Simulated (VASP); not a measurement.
Here is the system:

```
InN
1.0
    3.55879     0.00000     0.00000
   -1.77939     3.08200     0.00000
    0.00000     0.00000     5.74575
In N
2 2
Cartesian
  1.77939   1.02733   2.87563
  0.00000   2.05467   0.00276
  1.77939   1.02733   5.05350
  0.00000   2.05467   2.18063
```

These are PBE GGA, VASP's PBE PAW potentials (set 64) (plane waves; VASP 6.6.1) values and carry that method's errors. Settings: 400 eV cut-off, 7×7×4 Γ-centred mesh, Fermi-Dirac smearing of 0.10 eV, potentials In_d N.

Q: Give the energies of bands 13 to 20 at the high-symmetry points, in eV from the Fermi level.

A: 
```csv
band,Γ,M,K,A,L,H
13,-5.67,-5.31,-4.55,-3.36,-5.36,-5.07
14,-0.86,-4.44,-4.55,-3.36,-5.36,-5.07
15,-0.86,-3.33,-4.17,-0.44,-1.60,-3.24
16,-0.31,-2.27,-2.31,-0.44,-1.60,-3.24
17,-0.02,-1.66,-2.31,-0.44,-1.52,-1.22
18,0.00,-0.86,-2.08,-0.44,-1.52,-1.22
19,0.00,3.76,4.93,2.29,3.38,5.13
20,2.71,4.43,5.65,2.29,3.38,5.13
```

It has no gap at this level: it comes out as a metal or semimetal.

The structure comes from a computed database's InN entry; how it stands against other phases isn't given here. The cell was not relaxed at this level.
